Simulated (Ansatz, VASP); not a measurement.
## AlNi3 in VASP and in Ansatz

```
CELL_PARAMETERS angstrom
0.00000 2.80189 2.80189
2.80189 0.00000 2.80189
2.80189 2.80189 0.00000
ATOMIC_POSITIONS crystal
Al 0.50000 0.50000 0.50000
Ni 0.25000 0.25000 0.25000
Ni 0.00000 0.00000 0.00000
Ni 0.75000 0.75000 0.75000
```

Alike in both runs: task relaxation of cell and atoms; functional PBEsol; k mesh 6 × 6 × 6; occupations gaussian, width 0.1 eV; no spin polarisation.

```csv
,VASP,Ansatz
version,VASP 6.6.1,Ansatz 0.2.0
potentials or method,"VASP PAW PBE potentials, release 64 (Al, Ni)","scalar-relativistic, plane waves, PAW"
plane-wave cutoff (eV),600,420
valence electrons in the cell,33,57
```

```tsv
	VASP	Ansatz	Ansatz less VASP
gap on the k mesh at the Fermi level, each at its own relaxed structure (eV)	none	none	-
relaxed volume (Å³/atom)	10.96	10.96	0.000
relaxed cell length with the largest relative difference (Å)	3.957	3.957	0.0000
```

A gap of «none» marks a metal or a gap that the smearing closes. The two sets of potentials don't hold the same shells in valence.

Caveats: the PAW data sets were made with another functional, which shifts forces and pressure a little (VASP). Spin polarisation is off, so any magnetic state and its effect on volume and gap are missing.
